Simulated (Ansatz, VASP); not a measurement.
# Two plane-wave programs on CdS (Hawleyite)

```
Cd S
1.0
     0.00000    2.87825    2.87825
     2.87825    0.00000    2.87825
     2.87825    2.87825    0.00000
Cd S
1 1
Direct
  0.00000 0.00000 0.00000
  0.25000 0.25000 0.25000
```

Alike in both runs: functional LDA; k mesh 8 × 8 × 8; occupations gaussian, width 0.02 eV; no spin polarisation.

Ansatz relaxed the structure, and its values are those at the end. VASP's run is a single point on that final structure, the one shown.

```csv
,VASP,Ansatz
version,VASP 6.6.1,Ansatz 0.2.0
potentials or method,"VASP PAW LDA potentials, release 64 (Cd, S)","scalar-relativistic, plane waves, PAW"
plane-wave cutoff (eV),520,420
valence electrons in the cell,18,26
```

```tsv
	VASP	Ansatz	Ansatz less VASP
gap on the k mesh at the Fermi level (eV)	0.98	0.95	-0.031
least direct gap on the mesh (eV)	0.98	0.95	-0.031
pressure (GPa)	0.6	0.0	-0.58
```

The two sets of potentials don't hold the same shells in valence.
